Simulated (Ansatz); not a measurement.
# SnSe: the cost of one run

Method: DFT PBE+D3(BJ), scalar-relativistic, plane waves, PAW, in Ansatz 0.2.0.

1 further run of the same task is left out (it didn't finish).

## (1) The starting structure

The structure is tetragonal, space group P4/nmm (No. 129). The conventional cell has a = 4.285 Å, b = 4.285 Å, c = 10.991 Å, α = 90.00°, β = 90.00°, γ = 90.00°. Around Sn (site symmetry 4mm) lie 5 Se at 2.68 to 3.03 Å. Around Se (site symmetry 4mm) lie 5 Sn at 2.68 to 3.03 Å.

Coordinates:

```cif
data_structure
_symmetry_space_group_name_H-M 'P4/nmm:1'
_symmetry_Int_Tables_number 129
_cell_length_a 4.2853
_cell_length_b 4.2853
_cell_length_c 10.9907
_cell_angle_alpha 90.000
_cell_angle_beta 90.000
_cell_angle_gamma 90.000
_cell_volume 201.83
loop_
_atom_site_label
_atom_site_type_symbol
_atom_site_symmetry_multiplicity
_atom_site_Wyckoff_symbol
_atom_site_fract_x
_atom_site_fract_y
_atom_site_fract_z
_atom_site_occupancy
Sn1 Sn 2 c 0.50000 0.00000 0.37223 1
Se1 Se 2 c 0.50000 0.00000 0.61604 1
```

Source of the structure: the Materials Project (structure only).

## (2) Quick check of gap, pressure and forces

Input file input.yaml:

```yaml
crystal:
  lattice:
    - [4.2853274191, 0.0, 0.0]
    - [0.0, 4.2853274191, 0.0]
    - [0.0, 0.0, 10.99069213]
  atoms:
    - { symbol: Sn, position: [0.5, 0.0, 0.37222911] }
    - { symbol: Sn, position: [0.0, 0.5, 0.62777089] }
    - { symbol: Se, position: [0.5, 0.0, 0.61603949] }
    - { symbol: Se, position: [0.0, 0.5, 0.38396051] }
basis:
  ecutwfc: 420
kpoints:
  mp_grid: { grid: [4, 4, 2] }
hamiltonian:
  xc: pbe
  dispersion: d3bj
scf:
  occupations: { method: gaussian, width: 0.1 }
output:
  forces: true
  stress: true
  eigenvalues: true
```

Launch:

```
$ ansatz run input.yaml --threads 1 --pin off --max-ram 1228MiB --backend cpu --events-out ev --progress --plain --runs-dir out
```

**Question.** How long does this run take on 1 thread of an x86-64 CPU, shared host, and how much memory does it need?

About 2.9 s, with a peak of 0.53 GiB.
